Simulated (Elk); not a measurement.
## KBr: optical spectrum from first principles

Aim: the dielectric function of KBr, and the optical constants that follow from it.

Program: Elk 11.2.3 (patched build). Level of theory: DFT, PBE, all-electron APW+lo, Dirac cores, scalar-relativistic bands, independent-particle optical response without local fields. Results are calculated unless marked as measured.

### Step 1. The structure

It takes space group Fm-3m (No. 225, cubic). Conventional cell: a = 6.600 Å, b = 6.600 Å, c = 6.600 Å, α = 90.00°, β = 90.00°, γ = 90.00°. Br has 6 K at 3.30 Å nearest. Nearest to K lie 6 Br at 3.30 Å. Farther neighbours and most contacts between anions are not listed.

Structure file:

```cif
data_structure
_symmetry_space_group_name_H-M 'Fm-3m'
_symmetry_Int_Tables_number 225
_cell_length_a 6.6000
_cell_length_b 6.6000
_cell_length_c 6.6000
_cell_angle_alpha 90.000
_cell_angle_beta 90.000
_cell_angle_gamma 90.000
_cell_volume 287.50
loop_
_atom_site_label
_atom_site_type_symbol
_atom_site_symmetry_multiplicity
_atom_site_Wyckoff_symbol
_atom_site_fract_x
_atom_site_fract_y
_atom_site_fract_z
_atom_site_occupancy
Br1 Br 4 b 0.50000 0.00000 0.00000 1
K1 K 4 a 0.00000 0.00000 0.00000 1
```

### Step 2. Ground state

The self-consistent density comes first; it also tells whether there is a gap, which decides the occupations and the need for a Drude term.

This step: DFT, PBE, all-electron APW+lo, Dirac cores, scalar-relativistic bands, ground state (Elk 11.2.3 (patched build)).

elk.in reads:

```
tasks
  0
  120

xctype
  20

nempty
  14

lorbcnd
  .true.

rgkmax
  7.0

swidth
  0.0018375

maxscl
  100

epsengy
  1e-05

sppath
  './'

avec
  0.000000000000 6.236096211265 6.236096211265
  6.236096211265 0.000000000000 6.236096211265
  6.236096211265 6.236096211265 0.000000000000

atoms
  2
  'Br.in'
  1
  0.500000000000 0.500000000000 0.500000000000   0.000 0.000 0.000
  'K.in'
  1
  0.000000000000 0.000000000000 0.000000000000   0.000 0.000 0.000

ngridk
  9 9 9
```

Command:

```bash
OMP_NUM_THREADS=4 elk
```

Numbers of over 12 decimals in the logs are rounded to 6 here.

The log of the run:

```text
┌─────────────────────────┐
│ Elk code version 11.2.3 │
└─────────────────────────┘

All units are atomic (Hartree, Bohr, etc.)

┌─────────────────────────────────────────────────┐
│ Ground-state run starting from atomic densities │
└─────────────────────────────────────────────────┘

Lattice vectors :
   0.000000000       6.236096211       6.236096211
   6.236096211       0.000000000       6.236096211
   6.236096211       6.236096211       0.000000000

Reciprocal lattice vectors :
 -0.5037755267      0.5037755267      0.5037755267
  0.5037755267     -0.5037755267      0.5037755267
  0.5037755267      0.5037755267     -0.5037755267

Unit cell volume      :    485.0297935
Brillouin zone volume :   0.5114123231

Muffin-tin inner radius fraction :   0.1000000000E-01

Nuclei treated as point charges

Species : 1 (Br)
 parameters loaded from : Br.in
 name : bromine
 nuclear charge    :   -35.00000000
 electronic charge :    35.00000000
 atomic mass :    145656.0816
 muffin-tin radius :    2.400000000
 number of radial points in muffin-tin :    993
 inner part over the whole radius :   0.9934012010E-02
 number on inner part of muffin-tin    :    703
 approximate nuclear radius :   0.7858070945E-04
 number of mesh points to nuclear radius :    344
 atomic positions (lattice), magnetic fields (Cartesian) :
  1 :   0.00000000  0.00000000  0.00000000    0.00000000  0.00000000  0.00000000

Species : 2 (K)
 parameters loaded from : K.in
 name : potassium
 nuclear charge    :   -19.00000000
 electronic charge :    19.00000000
 atomic mass :    71271.84090
 muffin-tin radius :    2.400000000
 number of radial points in muffin-tin :    993
 inner part over the whole radius :   0.9891652203E-02
 number on inner part of muffin-tin    :    697
 approximate nuclear radius :   0.6514746337E-04
 number of mesh points to nuclear radius :    319
 atomic positions (lattice), magnetic fields (Cartesian) :
  1 :   0.50000000  0.50000000  0.50000000    0.00000000  0.00000000  0.00000000

Total number of atoms per unit cell :    2
Total muffin-tin volume :    115.8116716
 ratio of muffin-tin to unit cell volume :   0.2387722840

Spin treatment :
 spin-unpolarised

Number of Bravais lattice symmetries :   48
Number of crystal symmetries         :   48
Crystal has inversion symmetry
Real symmetric eigensolver will be used

k-point grid :      9     9     9
k-point offset :    0.000000000       0.000000000       0.000000000
k-point set is reduced with full crystal symmetry group
Total number of k-points :       35

Muffin-tin radius times maximum |G+k| :    7.000000000
 using average radius
Maximum |G+k| for APW functions       :    2.916666667
Maximum (1/2)|G+k|²                   :    4.253472222
Maximum |G| for potential and density :    12.00000000
Constant for pseudocharge density :    7
 order of it for each species :   14  14
 order of it for pair densities of each species (exact exchange by exxq0 0: 14) :   10  10
Radial integration step length :    1

G-vector grid sizes :     35    35    35
Number of G-vectors :    14163

Maximum angular momentum used for
 APW functions            :    8
 outer part of muffin-tin :    6
 inner part of muffin-tin :    2

Total nuclear charge    :   -54.00000000
Total core charge       :    28.00000000
Total valence charge    :    26.00000000
Total excess charge     :    0.000000000
Total electronic charge :    54.00000000

Effective Wigner radius, rₛ :    1.289521782

Number of empty states         :     28
Total number of valence states :     42
Total number of core states    :     28

Conduction state local-orbitals added automatically
Third-order local-orbitals added for an l without core states : F
Total number of local-orbitals :    121

Exchange-correlation functional :     20     0     0
 Perdew-Burke-Ernzerhof, Phys. Rev. Lett. 77, 3865 (1996)
 gradient requirement :    1
 generalised gradient approximation (GGA)

Smearing type :    3
 Fermi-Dirac
Smearing width :   0.1837500000E-02
Effective electronic temperature (K) :    580.2366081

Mixing type :    3
 Broyden mixing, J. Phys. A: Math. Gen. 17, L317 (1984)

Kohn-Sham potential initialised from atomic data

┌──────────────────────────────┐
│ Self-consistent loop started │
└──────────────────────────────┘

┌─────────────────┐
│ Loop number : 1 │
└─────────────────┘

Energies :
 Fermi                       :    -0.89994502520823E-01
 sum of occupied eigenvalues :     -1870.3325573779
 electron kinetic            :      3279.6025071481
 core electron kinetic       :      3007.5123513898
 Coulomb                     :     -6363.0085365114
 Coulomb potential           :     -4980.0176714966
 nuclear-nuclear             :     -349.61519574023
 electron-nuclear            :     -7052.1703185412
 Hartree                     :      1038.7769777701
 Madelung                    :     -3872.9997007630
 xc potential                :     -169.91739302930
 exchange                    :     -123.36712373040
 correlation                 :     -2.469413
 electron entropic           :    -0.43317504455018E-11
 total energy                :     -3209.2425665564

Density of states at Fermi energy :   0.5444000508E-07
 (states/Hartree/unit cell)

Estimated indirect band gap :   0.1735300095
 from k-point 1 to k-point 1
Estimated direct band gap   :   0.1735300095
 at k-point 1

Charges :
 core                        :    28.00000000
 valence                     :    26.00000000
 interstitial                :    2.841290023
 muffin-tins (core leakage)
  species : 1 (Br)
   atom 1                    :    33.60687410     (  0.2273353551E-04)
  species : 2 (K)
   atom 1                    :    17.55183587     ( -0.1026929475E-06)
 total in muffin-tins        :    51.15870998
 total calculated charge     :    53.99998597
 total charge                :    54.00000000
 error                       :   0.1402535977E-04

┌─────────────────┐
│ Loop number : 2 │
└─────────────────┘

Energies :
 Fermi                       :    -0.88930718672610E-01
 sum of occupied eigenvalues :     -1870.2733636988
 electron kinetic            :      3278.6248512832
 core electron kinetic       :      3006.9545902708
 Coulomb                     :     -6362.9917953095
 Coulomb potential           :     -4980.0259749210
 nuclear-nuclear             :     -349.61519574023
 electron-nuclear            :     -7052.1280592622
 Hartree                     :      1038.7514596928
 Madelung                    :     -3872.9788078490
 xc potential                :     -168.87224006108
 exchange                    :     -123.36615831091
 correlation                 :     -2.469404
 electron entropic           :    -0.43311941534621E-11
 total energy                :     -3210.2025062854

Density of states at Fermi energy :   0.5444204754E-07
 (states/Hartree/unit cell)

Estimated indirect band gap :   0.1733219296
 from k-point 1 to k-point 1
Estimated direct band gap   :   0.1733219296
 at k-point 1

Charges :
 core                        :    28.00000000
 valence                     :    26.00000000
 interstitial                :    2.842257843
 muffin-tins (core leakage)
  species : 1 (Br)
   atom 1                    :    33.60534164     (  0.2274170605E-04)
  species : 2 (K)
   atom 1                    :    17.55240052     ( -0.1026978271E-06)
 total in muffin-tins        :    51.15774216
 total calculated charge     :    53.99998597
 total charge                :    54.00000000
 error                       :   0.1403392517E-04

RMS change in Kohn-Sham potential (target) :   0.3030863478     (  0.1000000000E-05)
Absolute change in total energy (target)   :   0.9599397289     (  0.1000000000E-04)

[... 12 loops left out ...]

┌──────────────────┐
│ Loop number : 15 │
└──────────────────┘

Energies :
 Fermi                       :     0.16608472408176E-01
 sum of occupied eigenvalues :     -1864.6953778655
 electron kinetic            :      3279.0509742532
 core electron kinetic       :      3007.0921999017
 Coulomb                     :     -6362.1563836730
 Coulomb potential           :     -4980.2645544131
 nuclear-nuclear             :     -349.61519574023
 electron-nuclear            :     -7050.1678532064
 Hartree                     :      1037.6266652737
 Madelung                    :     -3872.0241064664
 xc potential                :     -163.48179770561
 exchange                    :     -123.32578326719
 correlation                 :     -2.469220
 electron entropic           :    -0.42909185397642E-11
 total energy                :     -3208.9004123633

Density of states at Fermi energy :   0.5444304175E-07
 (states/Hartree/unit cell)

Estimated indirect band gap :   0.1636148840
 from k-point 1 to k-point 1
Estimated direct band gap   :   0.1636148840
 at k-point 1

Charges :
 core                        :    28.00000000
 valence                     :    26.00000000
 interstitial                :    2.879819657
 muffin-tins (core leakage)
  species : 1 (Br)
   atom 1                    :    33.52988080     (  0.2298088862E-04)
  species : 2 (K)
   atom 1                    :    17.59029954     ( -0.1018758695E-06)
 total in muffin-tins        :    51.12018034
 total calculated charge     :    53.99998550
 total charge                :    54.00000000
 error                       :   0.1449744673E-04

RMS change in Kohn-Sham potential (target) :   0.1157252815E-07 (  0.1000000000E-05)
Absolute change in total energy (target)   :   0.8745826563E-05 (  0.1000000000E-04)

Convergence targets achieved

┌──────────────────┐
│ Loop number : 16 │
└──────────────────┘

Energies :
 Fermi                       :     0.16608472596890E-01
 sum of occupied eigenvalues :     -1864.6953778400
 electron kinetic            :      3279.0509743558
 core electron kinetic       :      3007.0922000242
 Coulomb                     :     -6362.1563837197
 Coulomb potential           :     -4980.2645544984
 nuclear-nuclear             :     -349.61519574023
 electron-nuclear            :     -7050.1678532086
 Hartree                     :      1037.6266652291
 Madelung                    :     -3872.0241064705
 xc potential                :     -163.48179769734
 exchange                    :     -123.32578326585
 correlation                 :     -2.469220
 electron entropic           :    -0.42909183964838E-11
 total energy                :     -3208.9004123061

Density of states at Fermi energy :   0.5444304181E-07
 (states/Hartree/unit cell)

Estimated indirect band gap :   0.1636148828
 from k-point 1 to k-point 1
Estimated direct band gap   :   0.1636148828
 at k-point 1

Charges :
 core                        :    28.00000000
 valence                     :    26.00000000
 interstitial                :    2.879819657
 muffin-tins (core leakage)
  species : 1 (Br)
   atom 1                    :    33.52988080     (  0.2298088956E-04)
  species : 2 (K)
   atom 1                    :    17.59029954     ( -0.1018762514E-06)
 total in muffin-tins        :    51.12018034
 total calculated charge     :    53.99998550
 total charge                :    54.00000000
 error                       :   0.1449744805E-04

┌──────────────────────────────┐
│ Self-consistent loop stopped │
└──────────────────────────────┘

Wrote STATE.OUT
```

Wall time 8 s (4 threads of Arm Neoverse V2, shared host); peak memory 0.1 GiB; 25 s of CPU time.

This step gave:

| Property | Result |
| --- | --- |
| total energy | -3209 Ha |
| Fermi energy | 0.4519 eV |
| DOS at the Fermi level | 2.00e-9 states/eV/cell |
| gap on the k-mesh | 4.452 eV |
| direct gap on the mesh | 4.452 eV |

There is a gap, 4.45 eV on this mesh (points off the mesh can give less), so no carriers' term is needed.

### Step 3. Independent particles

With the density converged, the vertical transitions are summed over the zone.

This step: DFT, PBE, all-electron APW+lo, Dirac cores, scalar-relativistic bands, independent-particle optical response without local fields (Elk 11.2.3 (patched build)).

elk.in: that of step 2 with these lines changed.

```diff
@@ -1,4 +1,6 @@
 tasks
-  0
-  120
+  121
+
+optcomp
+  1 1
 
@@ -17,9 +19,7 @@
 swidth
-  0.0018375
+  0.0036749
 
-maxscl
-  100
-
-epsengy
-  1e-05
+wplot
+  400 100 0
+  0.0 0.80849
```

Command:

```bash
OMP_NUM_THREADS=4 elk
```

The log of the run:

```text
┌─────────────────────────────────┐
│ Elk code version 11.2.3 started │
└─────────────────────────────────┘

Info(readinput): the functional depends on the density's gradient
 muffin-tin radial points multiplied by    2.00000
 (not where nrmtscf is given)

┌────────────────────┐
│ Current task : 121 │
└────────────────────┘

Info(findsymcrys): atomic basis shift (lattice) :
  0.5000000000      0.5000000000      0.5000000000
See GEOMETRY.OUT for new atomic positions

Info(dielectric):
 dielectric tensor written to EPSILON_ij.OUT
 optical conductivity written to SIGMA_ij.OUT
 for components
  i = 1, j = 1

┌──────────────────┐
│ Elk code stopped │
└──────────────────┘
```

Run time: 1.1 s. Hardware: 4 threads; peak memory 0.04 GiB.

Numbers from this step:

| Property | Result |
| --- | --- |
| electronic dielectric constant ε∞, mean over x, y and z (by symmetry where fewer were run) | 2.774 |
| main peak of Im epsilon, first axis | 6.890 eV |

The Im ε, E ∥ x has structure finer than the step of the table below, so its rows give means over 1 eV, whole bins alone (the curve runs from 0 to 21.9 eV). Peaks (eV: height): 6.4: 2.99, 6.9: 5.16, 9.4: 4.57, 10.0: 3.73, 15.0: 2.14, 21.0: 1.80.

Values under the direct gap are tails of Lorentzian lines. Table of Im ε, E ∥ x by photon energy; means over each step:

| photon energy (eV) | Im ε, E ∥ x |
| --- | --- |
| 1 | 0.00532 |
| 2 | 0.0122 |
| 3 | 0.0241 |
| 4 | 0.0784 |
| 5 | 0.592 |
| 6 | 1.56 |
| 7 | 3.81 |
| 8 | 2.64 |
| 9 | 3.37 |
| 10 | 3.07 |
| 11 | 1.37 |
| 12 | 0.722 |
| 13 | 0.700 |
| 14 | 0.488 |
| 15 | 1.55 |
| 16 | 0.829 |
| 17 | 0.420 |
| 18 | 0.787 |
| 19 | 0.825 |
| 20 | 0.961 |
| 21 | 1.43 |

The Re ε, E ∥ x by photon energy:

photon energy (eV), Re ε, E ∥ x and a bar from the least value:
```
        0       2.77 ##################
        1       2.80 ###################
        2       2.88 ###################
        3       3.05 ####################
        4       3.41 ######################
        5       3.71 #######################
        6       4.95 ##############################
        7       2.92 ###################
        8       1.65 ############
        9       2.87 ###################
       10      -0.03 ###
       11      -0.67 
       12       0.53 ######
       13       0.49 ######
       14       1.21 ##########
       15       1.08 #########
       16       0.26 #####
       17       0.93 #########
       18       1.06 #########
       19       0.93 #########
       20       1.24 ##########
       21       0.46 ######
```

Refractive index n and extinction k against photon energy:

| photon energy (eV) | n | k |
| --- | --- | --- |
| 0 | 1.67 | 0 |
| 1 | 1.67 | 0.00157 |
| 2 | 1.70 | 0.00353 |
| 3 | 1.75 | 0.00671 |
| 4 | 1.85 | 0.0156 |
| 5 | 1.93 | 0.139 |
| 6 | 2.24 | 0.213 |
| 7 | 2.01 | 1.07 |
| 8 | 1.53 | 0.828 |
| 9 | 1.95 | 0.962 |
| 10 | 1.36 | 1.37 |
| 11 | 0.664 | 1.05 |
| 12 | 0.868 | 0.469 |
| 13 | 0.796 | 0.378 |
| 14 | 1.11 | 0.129 |
| 15 | 1.31 | 0.802 |
| 16 | 0.741 | 0.537 |
| 17 | 0.982 | 0.174 |
| 18 | 1.08 | 0.345 |
| 19 | 1.05 | 0.422 |
| 20 | 1.20 | 0.429 |
| 21 | 1.07 | 0.834 |

The loss function −Im 1/ε at q → 0, E ∥ x has structure finer than the step of the table below, so its rows give means over 0.5 eV, whole bins alone (the curve runs from 0 to 21.9 eV). Peaks (eV: height): 11.61: 1.69, 12.93: 1.14, 16.23: 1.25, 19.20: 0.652.

Values under the direct gap are tails of Lorentzian lines. Loss function −Im 1/ε at q → 0, E ∥ x against energy loss; means over each step:

| energy loss (eV) | loss function −Im 1/ε at q → 0, E ∥ x |
| --- | --- |
| 0.5 | 3.3e-4 |
| 1.0 | 6.7e-4 |
| 1.5 | 0.00104 |
| 2.0 | 0.00145 |
| 2.5 | 0.00192 |
| 3.0 | 0.00252 |
| 3.5 | 0.00338 |
| 4.0 | 0.00515 |
| 4.5 | 0.0149 |
| 5.0 | 0.0384 |
| 5.5 | 0.0559 |
| 6.0 | 0.0502 |
| 6.5 | 0.0894 |
| 7.0 | 0.142 |
| 7.5 | 0.232 |
| 8.0 | 0.285 |
| 8.5 | 0.241 |
| 9.0 | 0.182 |
| 9.5 | 0.253 |
| 10.0 | 0.305 |
| 10.5 | 0.426 |
| 11.0 | 0.648 |
| 11.5 | 1.38 |
| 12.0 | 0.936 |
| 12.5 | 0.783 |
| 13.0 | 0.951 |
| 13.5 | 0.629 |
| 14.0 | 0.242 |
| 14.5 | 0.268 |
| 15.0 | 0.418 |
| 15.5 | 0.729 |
| 16.0 | 1.11 |
| 16.5 | 1.00 |
| 17.0 | 0.398 |
| 17.5 | 0.382 |
| 18.0 | 0.425 |
| 18.5 | 0.517 |
| 19.0 | 0.573 |
| 19.5 | 0.483 |
| 20.0 | 0.394 |
| 20.5 | 0.438 |
| 21.0 | 0.569 |
| 21.5 | 0.876 |

The reflectivity at normal incidence, E ∥ x has structure finer than the step of the table below, so its rows give means over 0.5 eV, whole bins alone (the curve runs from 0 to 21.9 eV). Peaks (eV: height): 6.88: 24.4, 9.52: 27.7, 10.12: 31.9, 10.62: 33.5, 11.17: 34.6, 15.13: 14.4, 21.07: 15.3.

Reflectivity at normal incidence, E ∥ x against photon energy; means over each step:

| photon energy (eV) | reflectivity at normal incidence, E ∥ x (%) |
| --- | --- |
| 0.5 | 6.26 |
| 1.0 | 6.34 |
| 1.5 | 6.49 |
| 2.0 | 6.70 |
| 2.5 | 7.00 |
| 3.0 | 7.41 |
| 3.5 | 8.00 |
| 4.0 | 8.90 |
| 4.5 | 10.4 |
| 5.0 | 11.1 |
| 5.5 | 12.4 |
| 6.0 | 14.8 |
| 6.5 | 17.4 |
| 7.0 | 21.9 |
| 7.5 | 19.3 |
| 8.0 | 14.1 |
| 8.5 | 11.3 |
| 9.0 | 18.4 |
| 9.5 | 24.4 |
| 10.0 | 26.6 |
| 10.5 | 28.6 |
| 11.0 | 30.4 |
| 11.5 | 19.0 |
| 12.0 | 6.39 |
| 12.5 | 6.06 |
| 13.0 | 6.34 |
| 13.5 | 2.35 |
| 14.0 | 1.12 |
| 14.5 | 4.74 |
| 15.0 | 11.2 |
| 15.5 | 12.7 |
| 16.0 | 10.2 |
| 16.5 | 4.89 |
| 17.0 | 1.11 |
| 17.5 | 1.86 |
| 18.0 | 2.90 |
| 18.5 | 4.37 |
| 19.0 | 4.15 |
| 19.5 | 2.69 |
| 20.0 | 4.07 |
| 20.5 | 6.84 |
| 21.0 | 12.2 |
| 21.5 | 12.0 |

From ε follow the optical constants at some laser and lamp lines:

| wavelength (nm) | n | k | R (%) | 1/α |
| --- | --- | --- | --- | --- |
| 1550 | 1.67 | 0.001 | 6.3 | 99 µm |
| 800 | 1.68 | 0.003 | 6.5 | 25 µm |
| 405 | 1.75 | 0.007 | 7.5 | 4.6 µm |
| 365 | 1.78 | 0.009 | 7.8 | 3.3 µm |
| 308 | 1.85 | 0.016 | 8.9 | 1.5 µm |
| 248 | 1.93 | 0.139 | 10.3 | 142 nm |
| 193 | 2.28 | 0.643 | 18.3 | 24 nm |

Below the direct gap, k and the depth come from the tails of the Lorentzian lines, not from transitions.

Rows near the edge hang on the gap, which this functional as a rule makes too small, and phonon-assisted absorption is left out.

### Step 4. Results

```yaml
electronic_dielectric_constant_eps_infinity_mean_over_x_y_and_z_by_symmetry_where_fewer_were_run_independent_particles: 2.77
main_peak_of_im_epsilon_first_axis: 6.89 eV
```

What this shows: At this level (PBE, independent particles) KBr has ε∞ = 2.77 and n = 1.67 at 1550 nm, and Im ε peaks at 6.9 eV. On the mesh the gap is 4.45 eV and the least direct gap 4.45 eV. Distinct maxima of Im ε, read by a parabola through the highest points, lie at 6.89 eV (5.2), 9.13 eV (4.4), 9.43 eV (4.6) and 10.00 eV (3.7). Excitons and phonon-assisted transitions are missing, and so are local fields; PBE gaps are as a rule too small, which pulls the onset down and ε∞ up. The sum runs over mesh points, so small or evenly spaced maxima can still be ripples of the mesh.

[Machine, clock and banner lines and Python warnings are left out of the logs.]

[Logs are printed without paths, hosts, clocks, repeated set-up lines and the standing remarks that a program may print on its own settings, such as how far it seeks lower states.]

[Hosts, paths, dates, database ids (printed as entryN), source tags and the programs' standing remarks are cut or masked in the printed files.]
